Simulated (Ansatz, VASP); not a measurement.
**Two plane-wave programs on InP**

```
CELL_PARAMETERS angstrom
0.00000 3.01183 3.01183
3.01183 0.00000 3.01183
3.01183 3.01183 0.00000
ATOMIC_POSITIONS crystal
In 0.00000 0.00000 0.00000
P 0.25000 0.25000 0.25000
```

Alike in both runs: functional r2SCAN; k mesh 8 × 8 × 8; occupations fermi-dirac, width 0.02 eV; no spin polarisation.

Ansatz relaxed the structure, and its values are those at the end. VASP's run is a single point on that final structure, the one shown.

|  | VASP | Ansatz |
| --- | --- | --- |
| version | VASP 6.6.1 | Ansatz 0.2.0 |
| potentials or method | VASP PAW PBE potentials, release 64 (In_d, P) | PAW plane waves |
| plane-wave cutoff (eV) | 520 | 500 |
| valence electrons in the cell | 18 | 18 |

```tsv
	VASP	Ansatz	Ansatz less VASP
pressure (GPa)	-3.6	-3.5	+0.10
```

Ansatz warned: «stress_scf_threshold_loose».

Caveats: the PAW data sets were made with another functional, which shifts forces and pressure a little (VASP).
